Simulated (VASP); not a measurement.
# Li (Fm-3m) in VASP: further runs

One crystal, Li, is run at these levels: PBE+D3(BJ); tasks: single point, relaxation of cell and atoms.

Everything below comes from runs of VASP 6.6.1. Logs are shortened: lines on timing, memory, paths and dates and some standing lists are left out, and cuts for length are marked.

### Step 1. Starting point

It takes space group Fm-3m (No. 225, cubic). The conventional cell has a = 4.177 Å, b = 4.177 Å, c = 4.177 Å, α = 90.00°, β = 90.00°, γ = 90.00°. Around Li (site symmetry m-3m) lie 12 Li at 2.95 Å.

This isn't the form of Li at room conditions, which is bcc.

### Step 2. Single point, PBE+D3(BJ)

File INCAR:

```
PREC     = Accurate       # precision mode
ENCUT    = 520            # plane-wave cutoff, eV
EDIFF    = 1E-7           # SCF threshold, eV
ISMEAR   = 0              # smearing method
SIGMA    = 0.1            # smearing width, eV
LREAL    = False          # projectors in reciprocal space
LASPH    = True           # aspherical terms in the spheres
NELM     = 100            # most SCF steps
ALGO     = Fast           # electronic algorithm
ISIF     = 2              # what is computed and relaxed
LWAVE    = False          # write WAVECAR
LCHARG   = False          # write CHGCAR
GGA      = PE             # functional
IVDW     = 12             # dispersion correction
NBANDS   = 8              # bands
```

File KPOINTS:

```
Automatic mesh
0
Gamma
  16 16 16
```

File POSCAR:

```
Li
1.0
    0.0000000000      2.0884826778      2.0884826778
    2.0884826778      0.0000000000      2.0884826778
    2.0884826778      2.0884826778      0.0000000000
Li
1
Direct
    0.0000000000      0.0000000000      0.0000000000
```

Potentials or basis: VASP PAW PBE potentials, release 64 (Li_sv).

The run is started by

```sh
$ cat potpaw_PBE.64/Li_sv/POTCAR > POTCAR
$ mpirun -np 1 vasp_std > vasp.out
```

OUTCAR:

```text
PREC = Accurate
   ENCUT = 520
   EDIFF = 1E-7
   ISMEAR = 0
   LREAL = False
   LASPH = True
   NELM = 100
   ISIF = 2
   GGA = PE
   IVDW = 12
 IVDW          = 12

 ion  position               nearest neighbor table
   1  0.000  0.000  0.000-

  LATTYP: Found a face centered cubic cell.
 ALAT       =     4.1769653556

  Lattice vectors:

 A1 = (   0.0000000000,   2.0884826778,   2.0884826778)
 A2 = (   2.0884826778,   0.0000000000,   2.0884826778)
 A3 = (   2.0884826778,   2.0884826778,   0.0000000000)

Analysis of symmetry for initial positions (statically):
=====================================================================
 Subroutine PRICEL returns:
 Original cell was already a primitive cell.

 Routine SETGRP: Setting up the symmetry group for a
 face centered cubic supercell.

 Subroutine GETGRP returns: Found 48 space group operations
 (whereof 48 operations were pure point group operations)
 out of a pool of 48 trial point group operations.

The static configuration has the point symmetry O_h .

Analysis of symmetry for dynamics (positions and initial velocities):
=====================================================================
 Subroutine PRICEL returns:
 Original cell was already a primitive cell.

 Routine SETGRP: Setting up the symmetry group for a
 face centered cubic supercell.

 Subroutine GETGRP returns: Found 48 space group operations
 (whereof 48 operations were pure point group operations)
 out of a pool of 48 trial point group operations.

The dynamic configuration has the point symmetry O_h .

 Subroutine INISYM returns: Found 48 space group operations
 (whereof 48 operations are pure point group operations),
 and found     1 'primitive' translations

----------------------------------------------------------------------------------------

                                     Primitive cell

  volume of cell :      18.2189

  direct lattice vectors                    reciprocal lattice vectors
     0.000000000  2.088482678  2.088482678    -0.239408258  0.239408258  0.239408258
     2.088482678  0.000000000  2.088482678     0.239408258 -0.239408258  0.239408258
     2.088482678  2.088482678  0.000000000     0.239408258  0.239408258 -0.239408258

  length of vectors
     2.953560528  2.953560528  2.953560528     0.414667267  0.414667267  0.414667267

  position of ions in fractional coordinates (direct lattice)
     0.000000000  0.000000000  0.000000000

  ion indices of the primitive-cell ions
[... 79 lines left out ...]
   NFREE  =      0    steps in history (QN), initial steepest desc. (CG)
   ISIF   =      2    stress and relaxation
   ISYM   =      2    0-nonsym 1-usesym 2-fastsym
   POTIM  = 0.5000    time-step for ionic-motion
   TEBEG  =    0.0;   TEEND  =   0.0 temperature during run
   PSTRESS=    0.0 pullay stress
   NELECT =       3.0000    total number of electrons
   NUPDOWN=      -1.0000    fix difference up-down
   EMIN   =  10.00;   EMAX   =-10.00  energy-range for DOS
   EFERMI =   0.00;   METHOD = LEGACY
   ISMEAR =     0;   SIGMA  =   0.10  broadening in eV -4-tet -1-fermi 0-gaus
   EFERMI_NEDOS =   21; number of points for ismear=-14 and -15
   IALGO  =     68    algorithm
   IMIX   =      4    mixing-type and parameters
     AMIX     =   0.40;   BMIX     =  1.00
     AMIX_MAG =   1.60;   BMIX_MAG =  1.00
  volume/ion in A,a.u.               =      18.22       122.95
  Fermi-wavevector in a.u.,A,eV,Ry     =   0.897307  1.695664 10.954864  0.805160
  Thomas-Fermi vector in A             =   2.019875
   LORBIT       =      0    0 simple, 1 ext, 2 COOP (PROOUT), +10 PAW based schemes
   GGA     = PE    functional components
   LHFCALC =     F    Hartree Fock is set to
   AEXX    =    0.0000 exact exchange contribution
   IVDW    =    12    specifies the selected vdW correction
   LEPSILON=     F    determine dielectric tensor
   LRPA    =     F    only Hartree local field effects (RPA)
 non-spin polarized calculation
 RMM-DIIS sequential band-by-band and
 Gauss-broadening in eV      SIGMA  =   0.10
  energy-cutoff  :      520.00
  volume of cell :       18.22
 maximum number of plane-waves:       531
 NGX is ok and might be reduce to    24
   NGX = 11   NGY = 11   NGZ = 11

 number of electron       3.0000005 magnetization

 Free energy of the ion-electron system (eV)
  ---------------------------------------------------
  ext. energy  EPLUGINS =         0.00000000
  ---------------------------------------------------
  free energy    TOTEN  =        -1.89879881 eV

  energy without entropy =       -1.89664223  energy(sigma->0) =       -1.89772052

 E-fermi :   0.9130     XC(G=0):  -7.3091

 val. band max:        0.9125256585   @ k =   0.5000   0.0625   0.0000
 cond. band min:       0.9621444230   @ k =   0.4375   0.3125   0.0000
 fundamental gap:      0.0496187646
 Fermi energy:         0.9130418029

 k-point     1 :       0.0000    0.0000    0.0000
  band No.  band energies     occupation
      1     -45.4154      2.00000
      2      -2.7574      2.00000
      3      16.4117      0.00000
      4      16.4118      0.00000
      5      16.4118      0.00000
      6      20.4621      0.00000
      7      20.4621      0.00000
      8      20.4621      0.00000
[... 243 lines left out ...]
 k-point    24 :      -0.0625    0.0625    0.0000
  band No.  band energies     occupation
      1     -45.4126      2.00000
      2      -2.5643      2.00000
      3      14.8259      0.00000
      4      15.1144      0.00000
      5      16.4911      0.00000
      6      19.4148      0.00000
      7      20.7308      0.00000
      8      22.0123      0.00000

 [... further k-points ...]

------------------------ aborting loop because EDIFF is reached ----------------------------------------

 Edisp (eV)   -0.18817

 E8    (eV) :    -0.0782

  FORCE on cell =-STRESS in cart. coord.  units (eV):
  Direction    XX          YY          ZZ          XY          YZ          ZX
  --------------------------------------------------------------------------------------
  -------------------------------------------------------------------------------------
  Total      -0.00777    -0.00777    -0.00777     0.00000    -0.00000     0.00000
  in kB      -0.68294    -0.68294    -0.68294     0.00000    -0.00000     0.00000
  external pressure =       -0.68 kB  Pullay stress =        0.00 kB

 VOLUME and BASIS-vectors are now :
 -----------------------------------------------------------------------------
  energy-cutoff  :      520.00
  volume of cell :       18.22
      direct lattice vectors                 reciprocal lattice vectors
     0.000000000  2.088482678  2.088482678    -0.239408258  0.239408258  0.239408258
     2.088482678  0.000000000  2.088482678     0.239408258 -0.239408258  0.239408258
     2.088482678  2.088482678  0.000000000     0.239408258  0.239408258 -0.239408258

 POSITION                                       TOTAL-FORCE (eV/Angst)
 -----------------------------------------------------------------------------------
      0.00000      0.00000      0.00000         0.000000      0.000000      0.000000
 -----------------------------------------------------------------------------------
    total drift:                               -0.000000      0.000000     -0.000000

  FREE ENERGIE OF THE ION-ELECTRON SYSTEM (eV)
  ---------------------------------------------------
  free  energy   TOTEN  =        -2.0869644696 eV

  energy  without entropy=       -2.0848078927  energy(sigma->0) =       -2.08588618
```

stdout:

```text
POSCAR found type information on POSCAR Li
 POSCAR found :  1 types and       1 ions
 scaLAPACK will be used
 LDA part: xc-table for (Slater+PW92), standard interpolation
 POSCAR, INCAR and KPOINTS ok, starting setup
 FFT: planning ... GRIDC
 FFT: planning ... GRID_SOFT
 FFT: planning ... GRID
 WAVECAR not read
 entering main loop
WARNING in EDDRMM: call to ZHEGV failed, returncode =   6  3      5
WARNING in EDDRMM: call to ZHEGV failed, returncode =   6  3      6
WARNING in EDDRMM: call to ZHEGV failed, returncode =   8  4      7
WARNING in EDDRMM: call to ZHEGV failed, returncode =   8  4      2
WARNING in EDDRMM: call to ZHEGV failed, returncode =   8  4      7
```

Wall time 8.8 s (1 thread of Intel Xeon 6975P-C (Granite Rapids), shared host); peak memory 0.14 GiB.

Results:

| Property | Result |
| --- | --- |
| Free energy | -2.0870 eV |
| Band gap on the k mesh | none (metal or under the smearing width) |
| Dispersion energy per atom | -0.188 eV |

Levels at points of the mesh, in eV from the Fermi level:
| k point | band 1 | band 2 | band 3 | band 4 | band 5 | band 6 | band 7 |
| --- | --- | --- | --- | --- | --- | --- | --- |
| (0.00, 0.00, 0.00) | -46.33 | -3.67 | 15.50 | 15.50 | 15.50 | 19.55 | 19.55 |
| (0.50, 0.00, 0.00) | -46.30 | -0.04 | 3.32 | 13.64 | 13.64 | 17.76 | 17.76 |
| (0.50, 0.50, 0.00) | -46.29 | 1.63 | 5.13 | 9.08 | 9.08 | 11.37 | 16.86 |

Caveat: the cutoff is under 1.25 times the usual one of these potentials, so pressure, stress and relaxed cells hold a basis-set (Pulay) error; pairwise dispersion overbinds metals, which lowers pressure and volume.

### Step 3. Relaxation of cell and atoms, PBE+D3(BJ)

This run uses another cell than the first one, of 21.35 Å³/atom, 1.172 times its volume.

File INCAR:

```
ALGO = Normal ; EDIFF = 1E-6
EDIFFG = -0.005 ; ENCUT = 600
GGA = PE ; IBRION = 2
ISIF = 3 ; ISMEAR = 0
IVDW = 12 ; LASPH = T
LCHARG = F ; LREAL = F
LWAVE = F ; NELM = 100
NSW = 100 ; PREC = Accurate
SIGMA = 0.1
```

File KPOINTS:

```
k-points
0
Gamma
  16 16 16
```

File POSCAR:

```
Li
1.0
    0.0000000000      2.2020000000      2.2020000000
    2.2020000000      0.0000000000      2.2020000000
    2.2020000000      2.2020000000      0.0000000000
Li
1
Direct
    0.0000000000      0.0000000000      0.0000000000
```

Potentials or basis: VASP PAW PBE potentials, release 64 (Li_sv).

The run is started by

```sh
$ cat potpaw_PBE.64/Li_sv/POTCAR > POTCAR
$ mpirun -np 1 vasp_std > vasp.out
```

Run time: 23 s. Hardware: 1 thread of Intel Xeon 6975P-C (Granite Rapids), shared host; peak memory 0.16 GiB.

The run converged. Its results:

```
Free energy                            : -2.0910 eV
Relaxed volume                         : 17.99 Å³/atom
Relaxed cell                           : a = 2.941 Å, b = 2.941 Å, c = 2.941 Å, α = 60.00°, β = 60.00°, γ = 60.00°
Space group after relaxing (to 0.05 Å) : Fm-3m (No. 225)
Energy gained by relaxing              : 24.0 meV/atom
Ionic steps                            : 5
Pressure after relaxing                : 0.0 GPa
Band gap on the k mesh                 : none (metal or under the smearing width)
Dispersion energy per atom             : -0.191 eV
```

Step by step:
| step | energy change (eV) | largest force (eV/Å) | pressure (GPa) | volume (Å³) |
| --- | --- | --- | --- | --- |
| 1 | 0.0000 | 0.0000 | -2.00 | 21.35 |
| 2 | -0.0093 | 0.0000 | -1.66 | 20.54 |
| 3 | -0.0225 | 0.0000 | -0.60 | 18.75 |
| 4 | -0.0240 | 0.0000 | 0.08 | 17.90 |
| 5 | -0.0240 | 0.0000 | -0.01 | 17.99 |

Final structure:
```
CELL_PARAMETERS angstrom
0.00000 2.07980 2.07980
2.07980 0.00000 2.07980
2.07980 2.07980 0.00000
ATOMIC_POSITIONS crystal
Li 0.00000 0.00000 0.00000
```

Levels at points of the mesh, in eV from the Fermi level:
```
           k point  band 1  band 2  band 3  band 4  band 5
(0.00, 0.00, 0.00)  -46.30   -3.69   15.64   15.64   15.64
(0.50, 0.00, 0.00)  -46.27   -0.04    3.36   13.76   13.76
(0.50, 0.50, 0.00)  -46.26    1.65    5.17    9.16    9.16
```

Caveat: the cutoff is under 1.25 times the usual one of these potentials, so pressure, stress and relaxed cells hold a basis-set (Pulay) error; the volume moved by over 15 % at a fixed basis, so the end points are rough; the volume moved by -16 % from the deposited cell, more than functionals usually miss; pairwise dispersion overbinds metals, which lowers pressure and volume.

### Step 4. Single point, PBE+D3(BJ)

This run uses another cell than the first one, of 21.35 Å³/atom, 1.172 times its volume.

File INCAR:

```
SYSTEM = Li
ALGO = Normal
EDIFF = 1E-6
ENCUT = 520
GGA = PE
ISIF = 2
ISMEAR = 0
IVDW = 12
LASPH = .True.
LCHARG = .False.
LREAL = .False.
LWAVE = .False.
NBANDS = 8
NELM = 60
PREC = Accurate
SIGMA = 0.1
```

File KPOINTS:

```
k-points
0
Gamma
  8 8 8
  0 0 0
```

POSCAR is that of step 3.

The run is started by

```sh
$ cat potpaw_PBE.64/Li_sv/POTCAR > POTCAR
$ mpirun -np 1 vasp_std > vasp.out
```

It took 3.8 s on 1 thread of Intel Xeon 6975P-C (Granite Rapids), shared host; peak memory 0.13 GiB.

It converged, with:

* Free energy: -2.0615 eV
* Band gap on the k mesh: none (metal or under the smearing width)
* Dispersion energy per atom: -0.160 eV

Levels at points of the mesh, in eV from the Fermi level:
```tsv
k point	band 1	band 2	band 3	band 4	band 5
(0.00, 0.00, 0.00)	-46.46	-3.34	13.98	13.98	13.98
(0.50, 0.00, 0.00)	-46.45	0.16	2.91	12.33	12.33
(0.50, 0.50, 0.00)	-46.45	1.64	4.68	8.30	8.30
```

Caveat: the cutoff is under 1.25 times the usual one of these potentials, so pressure, stress and relaxed cells hold a basis-set (Pulay) error; pairwise dispersion overbinds metals, which lowers pressure and volume.

### Step 5. Summary

| task | cell | k mesh | cutoff (eV) | gap on the mesh (eV) |
| --- | --- | --- | --- | --- |
| single point | Fm-3m, 18.22 Å³/atom | 16 × 16 × 16 | 520 | none |
| relaxation of cell and atoms | relaxed | 16 × 16 × 16 | 600 | none |
| single point | Fm-3m, 21.35 Å³/atom | 8 × 8 × 8 | 520 | none |

Alike in all rows: level PBE+D3(BJ); potentials or basis VASP PAW PBE potentials, release 64 (Li_sv); no spin polarisation; smearing gaussian 0.1 eV.

Caveats: the cutoff is under 1.25 times the usual one of these potentials, so pressure, stress and relaxed cells hold a basis-set (Pulay) error; pairwise dispersion overbinds metals, which lowers pressure and volume; the volume moved by over 15 % at a fixed basis, so the end points are rough (some runs); the volume moved by -16 % from the deposited cell, more than functionals usually miss (some runs).

Total energies depend on the potentials used, so only differences within one code and one set of settings carry meaning.
